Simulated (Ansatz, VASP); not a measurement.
**GaP in two plane-wave programs**

Aim: how closely do two programs agree when they are given the same cell, functional and k mesh?

Calculated with Ansatz 0.2.0; plane waves, with VASP 6.6.1 beside it; band structure at PBE, spin-orbit coupling.

## Step 1: Set-up

Symmetry: F-43m, No. 216, cubic system. The conventional cell has a = 5.451 Å, b = 5.451 Å, c = 5.451 Å, α = 90.00°, β = 90.00°, γ = 90.00°. Nearest to Ga lie 4 P at 2.36 Å. Nearest to P lie 4 Ga at 2.36 Å. Farther neighbours are not listed.

Coordinates:

```cif
data_structure
_symmetry_space_group_name_H-M 'F-43m'
_symmetry_Int_Tables_number 216
_cell_length_a 5.4505
_cell_length_b 5.4505
_cell_length_c 5.4505
_cell_angle_alpha 90.000
_cell_angle_beta 90.000
_cell_angle_gamma 90.000
_cell_volume 161.92
loop_
_atom_site_label
_atom_site_type_symbol
_atom_site_symmetry_multiplicity
_atom_site_Wyckoff_symbol
_atom_site_fract_x
_atom_site_fract_y
_atom_site_fract_z
_atom_site_occupancy
Ga1 Ga 4 a 0.00000 0.00000 0.00000 1
P1 P 4 d 0.25000 0.25000 0.75000 1
```

## Step 2: VASP: band structure, PBE, spin-orbit coupling

The same path points are solved in both programs, so levels can be compared one by one.

Lines of VASP's logs that name or quote its potential files are left out, and so is its time.

Input file INCAR:

```
SYSTEM = GaP
PREC = Accurate
ENCUT = 430
EDIFF = 1E-08
NELM = 100
ISMEAR = 0
SIGMA = 0.01
LREAL = .FALSE.
ALGO = Normal
GGA = PE
LNONCOLLINEAR = .TRUE.
MAGMOM = 0 0 0 0 0 0
NBANDS = 30
GGA_COMPAT = .FALSE.
LASPH = .TRUE.
LSORBIT = .TRUE.
LORBIT = 11
LWAVE = .TRUE.
LCHARG = .FALSE.
KPAR = 8
```

Input file POSCAR:

```
GaP
1.0
    0.0000000000      2.7252500000      2.7252500000
    2.7252500000      0.0000000000      2.7252500000
    2.7252500000      2.7252500000      0.0000000000
Ga P
1 1
Direct
    0.0000000000      0.0000000000      0.0000000000
    0.2500000000      0.2500000000      0.2500000000
```

Input file KPOINTS:

```
Automatic mesh
0
Gamma
4 4 4
0 0 0
```

Input file KPOINTS_OPT:

```
Line mode
12
Line-mode
Reciprocal
  0.00000000   0.00000000   0.00000000 GAMMA
  0.50000000   0.00000000   0.50000000 X

  0.50000000   0.00000000   0.50000000 X
  0.50000000   0.25000000   0.75000000 W

  0.50000000   0.25000000   0.75000000 W
  0.37500000   0.37500000   0.75000000 K

  0.37500000   0.37500000   0.75000000 K
  0.00000000   0.00000000   0.00000000 GAMMA

  0.00000000   0.00000000   0.00000000 GAMMA
  0.50000000   0.50000000   0.50000000 L

  0.50000000   0.50000000   0.50000000 L
  0.62500000   0.25000000   0.62500000 U

  0.62500000   0.25000000   0.62500000 U
  0.50000000   0.25000000   0.75000000 W

  0.50000000   0.25000000   0.75000000 W
  0.50000000   0.50000000   0.50000000 L

  0.50000000   0.50000000   0.50000000 L
  0.37500000   0.37500000   0.75000000 K

  0.62500000   0.25000000   0.62500000 U
  0.50000000   0.00000000   0.50000000 X
```

PAW data sets: Ga_d_GW and P_GW (PBE family, release 64).

Run with:

```console
$ mpirun -np 8 vasp_ncl
```

Numbers of over 12 decimals in the logs are rounded to 6 here.

Log:

```text
[banner, memory and clock lines left out]
running    8 mpi-ranks, on    1 nodes
 distrk:  each k-point on    1 cores,    8 groups
 distr:  one band on    1 cores,    1 groups

 POSCAR found type information on POSCAR GaP
 POSCAR found :  2 types and       2 ions
|                                                                             |
|           W    W    AA    RRRRR   N    N  II  N    N   GGGG   !!!           |
|           W    W   A  A   R    R  NN   N  II  NN   N  G    G  !!!           |
|           W    W  A    A  R    R  N N  N  II  N N  N  G       !!!           |
|           W WW W  AAAAAA  RRRRR   N  N N  II  N  N N  G  GGG   !            |
|           WW  WW  A    A  R   R   N   NN  II  N   NN  G    G                |
|           W    W  A    A  R    R  N    N  II  N    N   GGGG   !!!           |
|                                                                             |
|     For optimal performance we recommend to set                             |
|       NCORE = 2 up to number-of-cores-per-socket                            |
|     NCORE specifies how many cores store one orbital (NPAR=cpu/NCORE).      |
|     This setting can greatly improve the performance of VASP for DFT.       |
|     The default, NCORE=1 might be grossly inefficient on modern             |
|     multi-core architectures or massively parallel machines. Do your        |
|     Unfortunately you need to use the default for GW and RPA                |
|     calculations (for HF NCORE is supported but not extensively tested      |
|     yet).                                                                   |
|                                                                             |

 LDA part: xc-table for (Slater+PW92), standard interpolation
 POSCAR, INCAR and KPOINTS ok, starting setup
 FFT: planning ... GRIDC
 FFT: planning ... GRID_SOFT
 FFT: planning ... GRID
 WAVECAR not read
 entering main loop
       N       E                     dE             d eps       ncg     rms          rms(c)
DAV:   1     0.160250976002E+03    0.16025E+03   -0.84735E+03   646   0.135E+03
DAV:   2     0.112238948086E+02   -0.14903E+03   -0.14346E+03   614   0.378E+02
DAV:   3    -0.824961549216E+01   -0.19474E+02   -0.19105E+02   788   0.178E+02
DAV:   4    -0.922678036422E+01   -0.97716E+00   -0.97499E+00   856   0.429E+01
DAV:   5    -0.927390137643E+01   -0.47121E-01   -0.47111E-01   986   0.776E+00    0.488E+00
DAV:   6    -0.899594219639E+01    0.27796E+00   -0.41247E-01   946   0.149E+01    0.272E+00
DAV:   7    -0.896551561301E+01    0.30427E-01   -0.16222E-01   818   0.330E+00    0.103E+00
DAV:   8    -0.896598002093E+01   -0.46441E-03   -0.98570E-03   884   0.112E+00    0.153E-01
DAV:   9    -0.896651495838E+01   -0.53494E-03   -0.12096E-03   866   0.529E-01    0.555E-02
DAV:  10    -0.896669715314E+01   -0.18219E-03   -0.13407E-04   726   0.950E-02    0.370E-02
DAV:  11    -0.896672710081E+01   -0.29948E-04   -0.32267E-05   916   0.421E-02    0.631E-03
DAV:  12    -0.896672923495E+01   -0.21341E-05   -0.32540E-06   852   0.118E-02    0.201E-03
DAV:  13    -0.896672964202E+01   -0.40707E-06   -0.77306E-07   710   0.555E-03    0.684E-04
DAV:  14    -0.896672960214E+01    0.39879E-07   -0.29692E-08   744   0.145E-03    0.183E-04
DAV:  15    -0.896672959700E+01    0.51396E-08   -0.27524E-09   484   0.534E-04
   1 F= -.89667296E+01 E0= -.89667296E+01  d E =-.653595E-40  mag=    -0.0000     0.0000     0.0000
 Start KPOINTS_OPT (optional k-point list driver)
k-point batch [1-10\120]
       N       E                     dE             ncg
DAV:   1     0.751591350993E+03   -0.13543E+04      624
DAV:   2    -0.768568068748E+03   -0.15202E+04      644
DAV:   3    -0.992358077307E+03   -0.22379E+03      808
DAV:   4    -0.100352432396E+04   -0.11166E+02      808
DAV:   5    -0.100415313259E+04   -0.62881E+00      976
DAV:   6    -0.100416452523E+04   -0.11393E-01      896
DAV:   7    -0.100416532624E+04   -0.80101E-03      990
DAV:   8    -0.100416534264E+04   -0.16402E-04      882
DAV:   9    -0.100416534368E+04   -0.10339E-05      918
DAV:  10    -0.100416534375E+04   -0.69892E-07      842
DAV:  11    -0.100416534375E+04   -0.52198E-08      586
[...]
k-point batch [111-120\120]
       N       E                     dE             ncg
DAV:   1     0.568749920812E+03   -0.54700E+04      664
DAV:   2    -0.900604223935E+03   -0.14694E+04      632
DAV:   3    -0.109301925951E+04   -0.19242E+03      784
DAV:   4    -0.110190160656E+04   -0.88823E+01      936
DAV:   5    -0.110222758113E+04   -0.32597E+00      958
DAV:   6    -0.110223520946E+04   -0.76283E-02     1058
DAV:   7    -0.110223538624E+04   -0.17678E-03      942
DAV:   8    -0.110223539138E+04   -0.51419E-05      988
DAV:   9    -0.110223539166E+04   -0.27749E-06      936
DAV:  10    -0.110223539167E+04   -0.15179E-07      802
DAV:  11    -0.110223539167E+04   -0.12415E-09      610
 writing wavefunctions
```

Parts of OUTCAR (step 2):

```text
ion  position               nearest neighbor table
   1  0.000  0.000  0.000-   2 2.36   2 2.36   2 2.36   2 2.36
   2  0.250  0.250  0.250-   1 2.36   1 2.36   1 2.36   1 2.36

  LATTYP: Found a face centered cubic cell.
 ALAT       =     5.4505000000

 Subroutine GETGRP returns: Found 24 space group operations
 (whereof 24 operations were pure point group operations)

The static configuration has the point symmetry T_d .

 Found     10 irreducible k-points:

   k-points           NKPTS =     10   k-points in BZ     NKDIM =     10   number of bands    NBANDS=     30

   dimension x,y,z NGX =    28 NGY =   28 NGZ =   28
   dimension x,y,z NGXF=    56 NGYF=   56 NGZF=   56

   ENCUT  =  430.0 eV  31.60 Ry    5.62 a.u.   6.52  6.52  6.52*2*pi/ulx,y,z

   NELECT =      18.0000    total number of electrons

 k-points in reciprocal lattice and weights: Automatic mesh
   0.00000000  0.00000000  0.00000000       0.016
   0.25000000  0.00000000  0.00000000       0.062
  -0.25000000  0.00000000  0.00000000       0.062
   0.50000000  0.00000000  0.00000000       0.062
   0.25000000  0.25000000  0.00000000       0.094
   0.50000000  0.25000000  0.00000000       0.188
   0.50000000 -0.25000000  0.00000000       0.188
  -0.25000000  0.25000000  0.00000000       0.188
   0.50000000  0.50000000  0.00000000       0.047
  -0.25000000  0.50000000  0.25000000       0.094

 average (electrostatic) potential at core
       1 -65.6683       2 -74.7310

 E-fermi :   4.5231

 k-point     1 :       0.0000    0.0000    0.0000
  band No.  band energies     occupation
    ...
     14       4.3483      1.00000
     15       4.4316      1.00000
     16       4.4316      1.00000
     17       4.4316      1.00000
     18       4.4316      1.00000
     19       6.2200      0.00000
     20       6.2200      0.00000
     21       8.1493      0.00000
     22       8.1493      0.00000
     23       8.3174      0.00000
    ...

 k-point     2 :       0.2500    0.0000    0.0000
  band No.  band energies     occupation
    ...
     14       0.5164      1.00000
     15       3.7054      1.00000
     16       3.7054      1.00000
     17       3.7670      1.00000
     18       3.7714      1.00000
     19       6.5433      0.00000
     20       6.5433      0.00000
     21       9.0717      0.00000
     22       9.0717      0.00000
     23       9.1647      0.00000
    ...

 k-point     3 :      -0.2500    0.0000    0.0000
  band No.  band energies     occupation
    ...
     14       0.5164      1.00000
     15       3.7054      1.00000
     16       3.7054      1.00000
     17       3.7670      1.00000
     18       3.7714      1.00000
     19       6.5433      0.00000
     20       6.5433      0.00000
     21       9.0717      0.00000
     22       9.0717      0.00000
     23       9.1647      0.00000
    ...

  Total        0.7196789      0.7196789      0.7196789      0.0000000      0.0000000      0.0000000
  in kB       28.4839546     28.4839546     28.4839546      0.0000000      0.0000000      0.0000000
  external PRESSURE =      28.4839546 kB  Pullay stress =       0.0000000 kB

  energy-cutoff  :      430.00
  volume of cell :       40.48
      direct lattice vectors                 reciprocal lattice vectors
     0.000000000  2.725250000  2.725250000    -0.183469406  0.183469406  0.183469406
     2.725250000  0.000000000  2.725250000     0.183469406 -0.183469406  0.183469406
     2.725250000  2.725250000  0.000000000     0.183469406  0.183469406 -0.183469406

 POSITION                                       TOTAL-FORCE (eV/Angst)
 -----------------------------------------------------------------------------------
      0.00000      0.00000      0.00000         0.000000     -0.000000      0.000000
      1.36262      1.36262      1.36262        -0.000000      0.000000     -0.000000
 -----------------------------------------------------------------------------------
    total drift:                                0.000000      0.000000      0.000000

  FREE ENERGIE OF THE ION-ELECTRON SYSTEM (eV)
  ---------------------------------------------------
  free  energy   TOTEN  =        -8.9667295970 eV

  energy  without entropy=       -8.9667295970  energy(sigma->0) =       -8.96672960

 Spin-Orbit-Coupling matrix elements
 Ion:    1  E_soc:     -0.0163879
 Ion:    2  E_soc:     -0.0010272

 total charge
# of ion       s       p       d       tot
------------------------------------------
    1        0.841   0.857   9.966  11.665
    2        1.109   1.750   0.045   2.904
--------------------------------------------------
tot          1.950   2.607  10.011  14.568

 magnetization (x)
# of ion       s       p       d       tot
------------------------------------------
    1        0.000   0.000   0.000   0.000
    2       -0.000  -0.000   0.000  -0.000
--------------------------------------------------
tot          0.000   0.000   0.000   0.000

 magnetization (y)
# of ion       s       p       d       tot
------------------------------------------
    1        0.000   0.000   0.000   0.000
    2       -0.000   0.000   0.000   0.000
--------------------------------------------------
tot          0.000   0.000   0.000   0.000

 magnetization (z)
# of ion       s       p       d       tot
------------------------------------------
    1        0.000   0.000   0.000   0.000
    2       -0.000  -0.000   0.000  -0.000
--------------------------------------------------
tot         -0.000   0.000   0.000   0.000

[... 3 further parts left out ...]
```

The run ends at a pressure of 2.85 GPa.

[end of part 1 of 2]

[Lines on the potential files, build, host, timing and source positions are cut from VASP's logs without a mark.]

[Logs are printed without paths, hosts, clocks, repeated set-up lines and the standing remarks that a program may print on its own settings, such as how far it seeks lower states.]

[Hosts, paths, dates, database ids (printed as entryN), source tags and the programs' standing remarks are cut or masked in the printed files.]
